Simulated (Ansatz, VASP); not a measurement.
# One calculation of Li, two programs

The input POSCAR:

```
Li
1.0
   -1.7546500000      1.7546500000      1.7546500000
    1.7546500000     -1.7546500000      1.7546500000
    1.7546500000      1.7546500000     -1.7546500000
Li
1
Direct
    0.0000000000      0.0000000000      0.0000000000
```

File INCAR.step1:

```
SYSTEM = Li
PREC     = Accurate       ! precision mode
ENCUT    = 600            ! plane-wave cutoff, eV
ISMEAR   = -1             ! smearing method
SIGMA    = 0.05           ! smearing width, eV
LREAL    = .FALSE.        ! projectors in reciprocal space
LASPH    = .TRUE.         ! aspherical terms in the spheres
NELM     = 60             ! most SCF steps
GGA      = PE             ! functional
ALGO     = Normal         ! electronic algorithm
EDIFF    = 1E-4           ! SCF threshold, eV
LWAVE    = .TRUE.         ! write WAVECAR
LCHARG   = .FALSE.        ! write CHGCAR
```

File INCAR.step2:

```
SYSTEM = Li
PREC     = Accurate       ! precision mode
ENCUT    = 600            ! plane-wave cutoff, eV
EDIFF    = 1E-7           ! SCF threshold, eV
ISMEAR   = -1             ! smearing method
SIGMA    = 0.05           ! smearing width, eV
LREAL    = .FALSE.        ! projectors in reciprocal space
LASPH    = .TRUE.         ! aspherical terms in the spheres
NELM     = 60             ! most SCF steps
ALGO     = Normal         ! electronic algorithm
ISIF     = 3              ! what is computed and relaxed
LWAVE    = .FALSE.        ! write WAVECAR
LCHARG   = .FALSE.        ! write CHGCAR
METAGGA  = R2SCAN         ! meta-GGA
LMIXTAU  = .TRUE.       
IBRION   = 2              ! ionic algorithm
NSW      = 60             ! ionic steps
EDIFFG   = -0.01          ! ionic threshold
ISTART   = 1
```

File KPOINTS:

```
Automatic mesh
0
G
  11 11 11
  0 0 0
```

Contents of input.yaml:

```yaml
crystal:
  lattice:
    - [-1.75465, 1.75465, 1.75465]
    - [1.75465, -1.75465, 1.75465]
    - [1.75465, 1.75465, -1.75465]
  atoms:
    - { symbol: Li, position: [0.0, 0.0, 0.0] }
hamiltonian:
  xc: r2scan
  pseudopotentials: { kind: paw }
kpoints:
  mp_grid: { grid: [11, 11, 11] }
scf:
  occupations: { method: fermi_dirac, width: 0.05 }
output:
  forces: true
  stress: true
  eigenvalues: true
relax:
  f_tol: 0.01
  max_steps: 40
  cell: { stress_tol: 0.05 }
```

Alike in both runs: task relaxation of cell and atoms; functional r2SCAN; k mesh 11 × 11 × 11; occupations fermi-dirac, width 0.05 eV; no spin polarisation.

|  | VASP | Ansatz |
| --- | --- | --- |
| version | VASP 6.6.1 | Ansatz 0.2.0 |
| potentials or method | VASP PAW PBE potentials, release 64 (Li_sv) | Ansatz PAW |
| plane-wave cutoff (eV) | 600 | 500 |
| valence electrons in the cell | 3 | 3 |

VASP gave:

```
gap on the k mesh at the Fermi level, each at its own relaxed structure (eV) : none
relaxed volume (Å³/atom)                                                     : 20.70
relaxed cell length with the largest relative difference (Å)                 : 2.996
```

Q: Which values does Ansatz return?

A: gap on the k mesh at the Fermi level, each at its own relaxed structure (eV): none; relaxed volume (Å³/atom): 20.98; relaxed cell length with the largest relative difference (Å): 3.009.

A gap of «none» marks a metal or a gap that the smearing closes.

Caveats: the PAW data sets were made with another functional, which shifts forces and pressure a little; the cutoff is under 1.25 times the usual one of these potentials, so pressure, stress and relaxed cells hold a basis-set (Pulay) error (VASP); the plane-wave basis is chosen anew once the cell has moved, so the energies of steps on either side of that aren't comparable (Ansatz).
